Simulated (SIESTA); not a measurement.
BP:

```
P B
1.0
     0.00000    2.26900    2.26900
     2.26900    0.00000    2.26900
     2.26900    2.26900    0.00000
P B
1 1
Direct
  0.75000 0.75000 0.75000
  0.00000 0.00000 0.00000
```

| Item | Value |
| --- | --- |
| Program | SIESTA 5.4.2 |
| Task | single point |
| Functional | PBE |
| Potentials or basis | PseudoDojo 0.4 standard (PBE files) |
| Basis | DZP (energy shift 0.003 Ry) |
| Grid cutoff | 500 Ry |
| Energy shift | 0.003 Ry |
| k mesh | 10 × 10 × 10 |
| Occupations | fermi-dirac, width 0.05 eV |
| Spin | no spin polarisation |

On this cell: pressure 4.4 GPa; largest force zero by symmetry; band gap on the k mesh 1.28 eV, indirect (least direct gap 3.42 eV).

The same run follows on a disturbed copy (atoms moved at random, drawn with an rms of 0.05 Å):

```
CELL_PARAMETERS angstrom
0.00000 2.26900 2.26900
2.26900 0.00000 2.26900
2.26900 2.26900 0.00000
ATOMIC_POSITIONS crystal
P 0.75465 0.75555 0.74339
B 0.99030 0.00905 0.99753
```

What changes?

The energy moves by +7.1 meV/atom; pressure 4.5 GPa; largest force 0.735 eV/Å; band gap on the k mesh 0.93 eV, indirect (least direct gap 2.86 eV).

Forces in eV/Å, atoms in the order of the input:
```
P    0.323 -0.451 -0.482
B   -0.323  0.451  0.482
```

Stress tensor (GPa, compression positive):
```
 4.54  1.47  1.38
 1.47  4.51 -0.99
 1.38 -0.99  4.50
```

Caveats: the basis of atomic orbitals isn't converged, which shifts pressures, moduli and gaps.

A k mesh can miss the band edges.
